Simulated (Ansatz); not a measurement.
**Ba₄HfO₆: 177Hf NMR of the central transition**

Cell: a computed structure from the Materials Project (it need not be an observed phase).

Space group R-3c:H (No. 167); a = 10.5264, c = 13.0550 Å, γ = 120.00°.

```csv
site,Wyckoff,site symmetry,x,y,z
Ba1,18e,.2,0.6977,0.6667,0.4167
Ba4,6a,32,0.0000,0.0000,0.2500
Hf,6b,-3.,0.0000,0.0000,0.5000
O,36f,1,0.4862,0.6447,0.5714
```

One atom of each set is listed; the run and its k-mesh use a cell of 22 atoms with edges of 7.47, 7.47, 7.47 Å.

The numbers come from a DFT calculation in Ansatz (r2SCAN, plane waves and PAW, scalar-relativistic, 500 eV cutoff, Γ-centred 3×3×3 k-points, Fermi–Dirac smearing 0.02 eV).

177Hf has I = 7/2 and Q = 3365 mb (Pyykkö 2018); at 18.8 T its Larmor frequency is ν₀ = 32.5 MHz (from the bare nuclear moment; shielding lowers the observed one by a per cent or two). Only the quadrupole interaction is simulated: positions count from each site's isotropic chemical shift, and shift anisotropy, dipolar and J coupling are left out.

Problem. Simulate the second-order pattern (static powder, Gaussian broadening 40 kHz) of site Hf (6 O at 2.14 Å).

Solution. The calculation gives C_Q = -47.9 MHz and η = 0.00, so ν_Q = 3.42 MHz and the centre of gravity lies at -5545 ppm (-180 kHz).

offset (kHz), height and a bar:
```
   -658.6          0 
   -624.5         27 ########
   -590.5        100 ##############################
   -556.5         75 #######################
   -522.5         54 ################
   -488.5         44 #############
   -454.5         39 ############
   -420.5         36 ###########
   -386.5         33 ##########
   -352.4         32 #########
   -318.4         30 #########
   -284.4         29 #########
   -250.4         28 ########
   -216.4         28 ########
   -182.4         27 ########
   -148.4         27 ########
   -114.4         27 ########
    -80.3         26 ########
    -46.3         26 ########
    -12.3         25 ########
     21.7         21 ######
     55.7         21 ######
     89.7         22 #######
    123.7         24 #######
    157.7         25 ########
    191.8         28 ########
    225.8         32 #########
    259.8         38 ###########
    293.8         53 ################
    327.8         71 #####################
    361.8         19 ######
    395.8          0
```

An axis of threefold or higher order runs through Hf, so V_zz lies along it and η is zero.

Without spin–orbit coupling the gradients at and beside Hf can be off by some per cent, at some sites by more.
